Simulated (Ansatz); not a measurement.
## What a trial cell of SnO relaxes into

Level of theory: Ansatz, DFT PBE, scalar-relativistic, plane waves, PAW.

The start is a random cell of SnO with space group Imma (No. 74), drawn with lower limits on the distances.

The final relaxation ran on this input, with the default PAW datasets:

```yaml
crystal:
  lattice:
    - [3.4176030055, 0.0, 0.0]
    - [-1.7088015027, 2.9597310228, 0.0]
    - [0.0, 0.0, 4.0242327764]
  atoms:
    - { symbol: Sn, position: [0.0, 0.0, 0.5] }
    - { symbol: O, position: [0.0, 0.0, 0.0] }
basis:
  ecutwfc: 420
kpoints:
  mp_grid: { grid: [18, 18, 14] }
hamiltonian:
  xc: pbe
scf:
  occupations: { method: gaussian, width: 0.1 }
output:
  forces: true
  stress: true
  eigenvalues: true
relax:
  adjacent_minimum: "off"
  f_tol: 0.01
  max_steps: 80
  cell: { stress_tol: 0.05 }
```

Launched as:

```bash
ansatz run input.yaml --threads 1 --pin off --max-ram 2560MiB --backend cpu --events-out ev --progress --plain --runs-dir out
```

The run took 18 s on 1 thread of Intel(R) Xeon(R) 6975P-C (Granite Rapids) (shared host), peak memory 0.48 GiB.

End of the output:

```
SCF converged after 7 iterations
Free energy (F): -6590.230151 eV
Harris-Foulkes:  -6590.230151 eV  (|F-HF|=1.46e-11)
Internal energy: -6590.229090 eV  (E = F + TS)
E sigma→0 (E₀):  -6590.229621 eV
Entropy (-TS):   -0.001062 eV (-0.531 meV/atom)
Fermi energy:    6.742095 eV
--- Per-component energies (eV) ---
  E_band       = -136.971227
  E_kinetic    = 358.858584
  E_local      = -1396.938375  (includes V_loc(G=0)·N_el)
  E_nonlocal   = 16.728125
  E_hartree    = 732.965561
  E_xc         = -454.155243
  E_vxc        = -187.410310  (∫ρ·V_xc dr)
  E_paw        = -4296.457692  (= ΣΔE_a)
  E_vpaw       = -394.142746  (= ΣTr[D̂ρ^β])
  E_aug_tail   = 0.002367  (compensation charges beyond the density's cutoff)
  E_ewald      = -1551.232416
  E_smearing   = -0.001062  (= −TS)
  E_closure    =  0.000000  (closes the sum)
  Σ components = -6590.230151   (vs F -6590.230151, Δ=0.00e0)
--- Forces (eV/Å), atoms counted from 1 ---
  atom   1  Sn     0.00000000     0.00000000     0.00000000
  atom   2  O      0.00000000     0.00000000     0.00000000
  max |Σ_I F_I| component: 3.29e-32 eV/Å
--- Stress (GPa, compression-positive) ---
        0.011235       0.000000       0.000000
        0.000000       0.011235       0.000000
        0.000000       0.000000       0.011921
  P = ⅓ Tr σ = 0.0115 GPa (0.115 kbar)
--- Relaxed structure (3 steps of the walk, 3 accepted, 1 SCFs on fresh bases) ---
  F+E_penalty+E_count = -6590.23015145 eV   max|allowed force component| = 1.643e-32 eV/Å   (the final SCF, on the basis selected at the relaxed cell)
  cell:  # Å, volume = 40.8079 Å³
    - [3.421891, 0.000000, 0.000000]
    - [-1.710945, 2.963444, 0.000000]
    - [0.000000, 0.000000, 4.024217]
  atoms:
    - { symbol: Sn, position: [0.000000, 0.000000, 0.5] }
    - { symbol: O, position: [0.000000, 0.000000, 0.0] }
```

Absolute energies hang on the potentials; compare differences alone.

The result has space group P6/mmm (No. 191). Sn has 2 O at 2.01 Å; O has 2 Sn at 2.01 Å.

Against the elements it lies at -0.52 eV/atom. The zero of energy is the elements' standard structures at the same level (O₂ as a molecule); no fitted shifts are applied.

For metals, differences of a few meV/atom aren't resolved.

Symmetry constrained the relaxation, so the result can be a saddle point.